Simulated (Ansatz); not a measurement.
## WS2 (Tungstenite) under changes of volume

One of the cells (18.245 Å³/atom); the others are scaled copies at fixed shape and fractional positions:

```
W S
1.0
     3.18000    0.00000    0.00000
    -1.59000    2.75396    0.00000
     0.00000    0.00000   12.50000
W S
2 4
Direct
  0.66667 0.33333 0.75000
  0.33333 0.66667 0.25000
  0.66667 0.33333 0.37500
  0.33333 0.66667 0.87500
  0.66667 0.33333 0.12500
  0.33333 0.66667 0.62500
```

| Item | Value |
| --- | --- |
| Program | Ansatz 0.2.0 |
| Functional | RPBE |
| Potentials or basis | Ansatz PAW |
| Cutoff | 420 eV (not typed: the program's choice for these potentials) |
| k mesh | 10 × 10 × 3 |
| Occupations | fermi-dirac, width 0.05 eV |
| Spin | no spin polarisation |

```tsv
volume (Å³/atom)	energy over the lowest point (meV/atom)	pressure (GPa)	gap on the mesh (eV)	largest force (eV/Å)
17.150	?	?	?	?
17.515	47.54	12.4	1.13	0.976
17.880	23.79	8.5	1.15	0.578
18.245	8.50	5.0	1.17	0.211
18.610	0.82	1.8	1.19	0.130
18.975	0.00	-1.0	1.20	0.444
19.340	5.35	-3.6	1.21	0.736
```

Q: What does the run at 17.150 Å³/atom give?

A: Energy over the lowest point 80.67 meV/atom; pressure 16.8 GPa; gap on the mesh 1.11 eV; largest force 1.406 eV/Å.

Worked out: A Birch-Murnaghan fit of order 3 (a polynomial in V^(-2/3)) to the other rows has its minimum at 18.84 Å³/atom with B0 = V·E''(V) = 145 GPa and B' = 4.4 at fixed shape and positions, which overstates the stiffness. It gives 80.70 meV/atom at 17.150 Å³/atom, against the run's 80.67, and -dE/dV = 16.8 GPa, against 16.8. A straight line through the other rows of the gap, of slope 0.823 eV per unit of ln V, extrapolates to 1.12 eV, against the run's 1.11.

Energies are extrapolated to zero smearing.

Caveats: odd divisions of the mesh miss points on the zone boundary, where band edges often lie, so the gap on the mesh can be too wide; spin-orbit coupling is left out, which moves the levels of the heavy elements; this functional lacks dispersion, which binds the layers, so the pressure and a relaxed spacing across them are unreliable; the PAW data sets come from PBE, with cores solved anew for the run's functional, which leaves a small shift of forces and pressure; forces of over 1 eV/Å show positions far from the minimum, so gaps and moduli don't describe the material at rest (some runs).

A mesh can miss the band edges.
